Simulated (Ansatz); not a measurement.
HgTe, DFT, LDA, all-electron LAPW, scalar-relativistic (Ansatz 0.2.0), run on 1 thread of Arm Neoverse V1 on a shared host.

The cell is COD entry 1538296, as deposited and not checked against the literature; nothing was relaxed. The listed cell was then made from it by scaling, straining or moving an atom.

Command: `ansatz run input.yaml --threads 1 --pin off --max-ram 3072MiB --backend cpu --events-out ev --progress --plain --runs-dir out`

```yaml
crystal:
  lattice:
    - [0.029215, 2.9361075, 2.9361075]
    - [2.9361075, 0.029215, 2.9361075]
    - [2.9361075, 2.9361075, 0.029215]
  atoms:
    - { symbol: Hg, position: [0.0, 0.0, 0.0] }
    - { symbol: Te, position: [0.5, 0.5, 0.5] }
kpoints:
  mp_grid: { grid: [10, 10, 10] }
  band_path:
    path:
      - [0.0, 0.0, 0.0]
      - [0.5, 0.5, 0.5]
      - [0.247543133, 0.5, 0.752456867]
      - [-0.247543133, 0.247543133, 0.5]
      - [0.0, 0.0, 0.5]
      - [0.0, 0.0, 0.0]
      - [-0.3737715665, 0.0, 0.3737715665]
      - [0.0, 0.3737715665, 0.6262284335]
      - [0.0, 0.5, 0.5]
    npoints: 5
scf:
  occupations: { method: fermi_dirac, width: 0.08 }
hamiltonian:
  xc: lda
  pseudopotentials: { kind: all_electron, lapw: { basis_error: 0.001 } }
output:
  forces: true
  stress: true
  eigenvalues: true
```

Problem. How large is the problem that the program sets up?

Solution. 116 irreducible k-points, 411 plane waves at Γ, 35 bands.

Problem. About how long does it take, and how much memory does it use?

Solution. 57 s of wall time for 10 SCF iterations, with a peak of 0.58 GiB. Times on shared machines scatter by tens of per cent.
